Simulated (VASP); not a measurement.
Set up this calculation in VASP 6.6.1, as the native input.

```yaml
Task: single point
Functional: r2SCAN
Potentials_or_basis: VASP PAW PBE potentials, release 64 (Bi_d)
Cutoff: 520 eV
k_mesh: 6 × 6 × 6
Occupations: gaussian, width 0.1 eV
Spin: no spin polarisation
Dipole_correction: no
Further_INCAR_settings: ALGO = Normal; EDIFF = 1e-06; NBANDS = 14
```

Crystal: Bi.

```xyz
1
Lattice="-1.9814 1.9814 1.9814 1.9814 -1.9814 1.9814 1.9814 1.9814 -1.9814" Properties=species:S:1:pos:R:3 pbc="T T T"
Bi    0.0000    0.0000    0.0000
```

This isn't the form of Bi at room conditions, which is rhombohedral.

The input as run:

POSCAR

```
Bi
1.0
   -1.9814305318      1.9814305318      1.9814305318
    1.9814305318     -1.9814305318      1.9814305318
    1.9814305318      1.9814305318     -1.9814305318
Bi
1
Direct
    0.0000000000      0.0000000000      0.0000000000
```

INCAR.step1

```
ALGO = Normal
EDIFF = 1E-4
ENCUT = 520
GGA = PE
ISMEAR = 0
LASPH = T
LCHARG = F
LREAL = F
LWAVE = T
NBANDS = 14
NELM = 60
PREC = Accurate
SIGMA = 0.1
```

INCAR.step2

```
ALGO = Normal
EDIFF = 1E-6
ENCUT = 520
ISIF = 2
ISMEAR = 0
ISTART = 1
LASPH = T
LCHARG = F
LMIXTAU = T
LREAL = F
LWAVE = F
METAGGA = R2SCAN
NBANDS = 14
NELM = 60
PREC = Accurate
SIGMA = 0.1
```

KPOINTS

```
k-points
0
Gamma
  6 6 6
```

Potentials or basis: VASP PAW PBE potentials, release 64 (Bi_d).

Command:

```console
$ cat potpaw_PBE.64/Bi_d/POTCAR > POTCAR
$ cp INCAR.step1 INCAR
$ mpirun -np 1 vasp_std > vasp.out
$ cp INCAR.step2 INCAR
$ mpirun -np 1 vasp_std > vasp.out
```

It gave:

- Pressure: 0.4 GPa
- Band gap on the k mesh: none (metal or under the smearing width)

Caveat: the k mesh is coarse (spacing up to 0.37 Å⁻¹), so the values aren't converged; the PAW data sets were made with another functional, which shifts forces and pressure a little; spin-orbit coupling is left out, which moves the levels of the heavy elements.

Run time: 47 s on 1 thread of Intel(R) Xeon(R) Platinum 8488C (Sapphire Rapids), on a shared host, peak memory 0.16 GiB.
